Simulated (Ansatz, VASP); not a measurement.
# Two plane-wave programs on AlN

File INCAR:

```
PREC = Accurate
ENCUT = 520
EDIFF = 1E-8
ISMEAR = -1
SIGMA = 0.01
LREAL = False
LASPH = True
NELM = 100
ALGO = Normal
ISIF = 2
LWAVE = False
LCHARG = False
LEFG = True
NBANDS = 11
```

KPOINTS

```
Automatic mesh
0
Gamma
  12 12 12
```

The input POSCAR:

```
AlN
1.0
    0.0000000000      1.9713845660      1.9713845660
    1.9713845660      0.0000000000      1.9713845660
    1.9713845660      1.9713845660      0.0000000000
Al N
1 1
Direct
    0.0000000000      0.0000000000      0.0000000000
    0.5000000000      0.5000000000      0.5000000000
```

Input for Ansatz:

```yaml
crystal:
  lattice:
    - [0.0, 1.971384566, 1.971384566]
    - [1.971384566, 0.0, 1.971384566]
    - [1.971384566, 1.971384566, 0.0]
  atoms:
    - { symbol: Al, position: [0.0, 0.0, 0.0] }
    - { symbol: "N", position: [0.5, 0.5, 0.5] }
kpoints:
  mp_grid: { grid: [12, 12, 12] }
scf:
  occupations: { method: fermi_dirac, width: 0.01 }
hamiltonian:
  xc: lda
  pseudopotentials: { kind: paw }
output:
  forces: true
  stress: true
  eigenvalues: true
  efg: { contact_densities: true }
```

Change from the starting cell: volume scaled by 0.99, PAW files.

Alike in both runs: task electric field gradients; functional LDA; k mesh 12 × 12 × 12; occupations fermi-dirac, width 0.01 eV; no spin polarisation.

|  | VASP | Ansatz |
| --- | --- | --- |
| version | VASP 6.6.1 | Ansatz 0.2.0 |
| potentials or method | VASP PAW LDA potentials, release 64 (Al, N) | PAW with Ansatz's default frozen-core files, scalar-relativistic |
| plane-wave cutoff (eV) | 520 | 420 |
| valence electrons in the cell | 8 | 8 |

|  | VASP | Ansatz | Ansatz less VASP |
| --- | --- | --- | --- |
| gap on the k mesh at the Fermi level (eV) | 5.05 | 5.05 | +0.001 |
| pressure (GPa) | 16.6 | 15.8 | -0.83 |
| Vzz of the field gradient on the site that differs most (V/Å²) | 0.0 | 0.0 | 0.00 |

Caveats: so large a pressure means that the cell lies far from this level's equilibrium, or that cutoff or potentials fall short (VASP). A k mesh can miss the band edges.
